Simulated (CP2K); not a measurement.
TiSi2: equation of state with PBEsol

TiSi2:

```xyz
6
Lattice="6.9859 0.0000 0.0000 -6.0940 3.4157 0.0000 0.0000 0.0000 3.5652" Properties=species:S:1:pos:R:3 pbc="T T T"
Ti   -4.7452    3.0635    0.8913
Ti    5.6372    0.3522    2.6739
Si    3.7201    0.8528    0.8913
Si   -2.8281    2.5628    2.6739
Si   -0.3159    1.9068    0.8913
Si    1.2079    1.5089    2.6739
```

The cell comes from a database or a generator and needn't be the stable form of this composition.

```json
{
 "Program": "CP2K 2026.2",
 "Task": "equation of state",
 "Functional": "PBEsol",
 "Potentials or basis": "POTENTIAL_UZH Ti GTH-PBE-q12, Si GTH-PBE-q4; TZVP-MOLOPT-PBE-GTH basis",
 "Density cutoff": "6123 eV",
 "k mesh": "8 × 8 × 8",
 "Occupations": "fermi-dirac, width 0.05 eV",
 "Spin": "no spin polarisation",
 "SCF solver": "diagonalisation with k points",
 "Quickstep method": "GPW",
 "EPS_DEFAULT": "1.0E-10",
 "EPS_SCF": "1.0E-6",
 "MAX_SCF": "100",
 "SCF_GUESS": "ATOMIC",
 "k points reduced by the point group": "yes",
 "Mesh centred on Gamma": "yes",
 "CHOLESKY": "OFF",
 "EPS_EIGVAL": "1.0E-7",
 "MIXING METHOD": "BROYDEN_MIXING",
 "MIXING ALPHA": "0.4",
 "NBUFFER": "8",
 "NGRIDS": "5",
 "Basis sets": "Ti TZVP-MOLOPT-PBE-GTH-q12, Si TZVP-MOLOPT-PBE-GTH-q4",
 "Potentials": "Ti GTH-PBE-q12 of POTENTIAL_UZH, Si GTH-PBE-q4 of POTENTIAL_UZH",
 "ADDED_MOS": "[24]",
 "REL_CUTOFF (Ry)": "60 Ry",
 "MIXING BETA (1/bohr)": "1.5 1/bohr",
 "CUTOFF of the grids": "450 Ry"
}
```

The equilibrium volume is 14.07 Å³/atom. The bulk modulus at fixed shape and positions is 147 GPa. The pressure derivative of the bulk modulus is 4.3.

Energy against volume, from the lowest point:
```
volume (Å³/atom)  energy (meV/atom)
          13.328              19.56
          13.611               6.99
          13.895               0.68
          14.179               0.00
          14.462               4.39
          14.746              13.22
          15.029              26.28
```

All runs of the series together: 10 min on 3 threads of Arm Neoverse V1 (shared host).

Caveat: the cell was scaled at fixed shape and fractional positions, which overstates the stiffness of a crystal with free parameters, most of all of layers and chains; the potentials were made for another functional, which shifts forces and pressure; the basis of atomic orbitals isn't converged, which shifts pressures, moduli and gaps.
